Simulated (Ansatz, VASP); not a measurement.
# Al2O3 (Corundum) in VASP and in Ansatz

POSCAR

```
Al2O3
1.0
    2.3802500000      1.3742379782      4.3318666667
   -2.3802500000      1.3742379782      4.3318666667
    0.0000000000     -2.7484759565      4.3318666667
Al O
4 6
Direct
    0.3521600000      0.3521600000      0.3521600000
    0.1478400000      0.1478400000      0.1478400000
    0.6478400000      0.6478400000      0.6478400000
    0.8521600000      0.8521600000      0.8521600000
    0.5566800000      0.9433200000      0.2500000000
    0.2500000000      0.5566800000      0.9433200000
    0.9433200000      0.2500000000      0.5566800000
    0.4433200000      0.0566800000      0.7500000000
    0.7500000000      0.4433200000      0.0566800000
    0.0566800000      0.7500000000      0.4433200000
```

File INCAR.step1:

```
  ALGO = Normal
  EDIFF = 1E-4
  ENCUT = 600
  GGA = PE
  ISMEAR = 0
  LASPH = T
  LCHARG = F
  LREAL = F
  LWAVE = T
  NELM = 100
  PREC = Accurate
  SIGMA = 0.02
```

INCAR.step2

```
  ALGO = Normal
  EDIFF = 1E-6
  EDIFFG = -0.005
  ENCUT = 600
  IBRION = 2
  ISIF = 3
  ISMEAR = 0
  ISTART = 1
  LASPH = T
  LCHARG = F
  LMIXTAU = T
  LREAL = F
  LWAVE = F
  METAGGA = R2SCAN
  NELM = 100
  NSW = 100
  PREC = Accurate
  SIGMA = 0.02
```

Contents of KPOINTS:

```
k-points
0
Gamma
  6 6 6
```

Input for Ansatz:

```yaml
crystal:
  lattice:
    - [2.38025, 1.3742379782, 4.3318666667]
    - [-2.38025, 1.3742379782, 4.3318666667]
    - [0.0, -2.7484759565, 4.3318666667]
  atoms:
    - { symbol: Al, position: [0.35216, 0.35216, 0.35216] }
    - { symbol: Al, position: [0.14784, 0.14784, 0.14784] }
    - { symbol: Al, position: [0.64784, 0.64784, 0.64784] }
    - { symbol: Al, position: [0.85216, 0.85216, 0.85216] }
    - { symbol: O, position: [0.55668, 0.94332, 0.25] }
    - { symbol: O, position: [0.25, 0.55668, 0.94332] }
    - { symbol: O, position: [0.94332, 0.25, 0.55668] }
    - { symbol: O, position: [0.44332, 0.05668, 0.75] }
    - { symbol: O, position: [0.75, 0.44332, 0.05668] }
    - { symbol: O, position: [0.05668, 0.75, 0.44332] }
basis:
  ecutwfc: 500
kpoints:
  mp_grid: { grid: [6, 6, 6] }
hamiltonian:
  xc: r2scan
scf:
  occupations: { method: gaussian, width: 0.02 }
output:
  forces: true
  stress: true
  eigenvalues: true
  write_density: true
  write_potential: true
  elf: true
  volumetric_format: npy
relax:
  adjacent_minimum: "off"
  f_tol: 0.005
  max_steps: 80
  cell: { stress_tol: 0.05 }
```

Alike in both runs: task relaxation of cell and atoms; functional r2SCAN; k mesh 6 × 6 × 6; occupations gaussian, width 0.02 eV; no spin polarisation.

|  | VASP | Ansatz |
| --- | --- | --- |
| version | VASP 6.6.1 | Ansatz 0.2.0 |
| potentials or method | VASP PAW PBE potentials, release 64 (Al, O) | scalar-relativistic, plane waves, PAW |
| plane-wave cutoff (eV) | 600 | 500 |
| valence electrons in the cell | 48 | 48 |

```tsv
	VASP	Ansatz	Ansatz less VASP
gap on the k mesh at the Fermi level, each at its own relaxed structure (eV)	7.20	7.14	-0.062
relaxed volume (Å³/atom)	8.47	8.50	+0.027
relaxed cell length with the largest relative difference (Å)	5.124	5.130	+0.0060
```

Caveats: the PAW data sets were made with another functional, which shifts forces and pressure a little (VASP). r2SCAN opens gaps a little over a GGA but as a rule still falls short of measured ones. A k mesh can miss the band edges.
